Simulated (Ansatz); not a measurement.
An Ansatz (an electronic-structure program) input (Ansatz, PBEsol, PAW, cutoff 420 eV, without spin-orbit coupling, earlier PAW set):

Ansatz 0.2 input:
```yaml
crystal:
  lattice:
    - [2.6855283441, 1.5504905124, 4.3641248085]
    - [-2.6855283441, 1.5504905124, 4.3641248085]
    - [0, -3.1009810248, 4.3641248085]
  atoms:
    - { symbol: La, position: [0.25, 0.25, 0.25] }
    - { symbol: La, position: [0.75, 0.75, 0.75] }
    - { symbol: Al, position: [0, 0, 0] }
    - { symbol: Al, position: [0.5, 0.5, 0.5] }
    - { symbol: O, position: [0.7858024235, 0.7141975765, 0.25] }
    - { symbol: O, position: [0.25, 0.7858024235, 0.7141975765] }
    - { symbol: O, position: [0.7141975765, 0.25, 0.7858024235] }
    - { symbol: O, position: [0.2141975765, 0.2858024235, 0.75] }
    - { symbol: O, position: [0.75, 0.2141975765, 0.2858024235] }
    - { symbol: O, position: [0.2858024235, 0.75, 0.2141975765] }
basis: { ecutwfc: 420, ecutrho_ratio: 4, xc_grid: 2, fft_grid_basis: typed }
kpoints: { mp_grid: { grid: [8, 8, 8] } }
hamiltonian:
  xc: pbesol
  dispersion: none
  pseudopotentials: { azcp: { folder: ./paw }, kind: paw }
scf: { occupations: { method: fermi_dirac, width: 0.05 }, convergence: { dr2_threshold: 0.000000001 } }
relax: { f_tol: 0.005, max_steps: 50 }
output: { forces: true, stress: true }
checkpoint: { write: state.ck, write_every: 1000 }
```

Which symmetry and how many k-points will the program report, and about how many plane waves at Γ?

Space group R-3c (ITA 167) with 12 operations, k-points 65 of 512, and 2109 plane waves at Γ.

And the final pressure?

-1.94 GPa (compression positive).

The cells carry an imposed strain or load. No phonon test of stability was made. The cell was made from LaAlO$_{3}$ (space group R-3c, No. 167) by this change: isotropic strain +0.34 %.
